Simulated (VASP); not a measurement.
**AlN: relaxation of cell and atoms with revPBE+dDsC**

AlN:

```
CELL_PARAMETERS angstrom
0.00000 2.03452 2.03452
2.03452 0.00000 2.03452
2.03452 2.03452 0.00000
ATOMIC_POSITIONS crystal
Al 0.50000 0.50000 0.50000
N 0.00000 0.00000 0.00000
```

Measurements of this composition are mostly on another form, of space group No. 186.

```yaml
Program: VASP 6.6.1
Task: relaxation of cell and atoms
Functional: revPBE
Dispersion: dDsC
Potentials_or_basis: VASP PAW PBE potentials, release 64 (Al, N)
Cutoff: 600 eV
k_mesh: 11 × 11 × 11
Occupations: fermi-dirac, width 0.05 eV
Spin: no spin polarisation
Further_INCAR_settings: ALGO = Normal; EDIFF = 1e-07; IBRION = 2; EDIFFG = -0.01; NSW = 40; ISIF = 3
```

The relaxed volume is 8.12 Å³/atom and the relaxed cell is a = 2.842 Å, b = 2.842 Å, c = 2.842 Å, α = 60.00°, β = 60.00°, γ = 60.00°. The space group after relaxing (to 0.05 Å) is Fm-3m (No. 225). The energy gained by relaxing is -4.1 meV/atom, the ionic steps are 4 and the pressure after relaxing is 0.0 GPa. The band gap on the k mesh is 5.00 eV, indirect (least direct gap 5.96 eV) and the hirshfeld charges are Al +0.41; N -0.41 e. The dispersion energy per atom is -0.554 eV.

The path:
```csv
step,energy change (eV),largest force (eV/Å),pressure (GPa),volume (Å³)
1,0.0000,0.0000,-9.54,16.84
2,0.0541,0.0000,10.87,15.65
3,0.0070,0.0000,-0.43,16.26
4,0.0081,0.0000,-0.02,16.23
```

Final structure:
```xyz
2
Lattice="0.0000 2.0096 2.0096 2.0096 0.0000 2.0096 2.0096 2.0096 0.0000" Properties=species:S:1:pos:R:3 pbc="T T T"
Al    2.0096    2.0096    2.0096
N     2.0096    0.0000    2.0096
```

Levels at points of the mesh, in eV from the valence-band top:
```tsv
k point	band 2	band 3	band 4	band 5	band 6	band 7
(0.00, 0.00, 0.00)	0.00	0.00	0.00	5.96	12.23	12.23
```

Wall time 15 s on 1 thread of Intel(R) Xeon(R) 6975P-C (Granite Rapids), on a shared host, peak memory 0.14 GiB.

Caveat: the PAW data sets were made with another functional, which shifts forces and pressure a little; an odd mesh through Γ misses points on the zone boundary, where band edges often lie. A hybrid or GW would open this gap; revPBE tends to underestimate it.
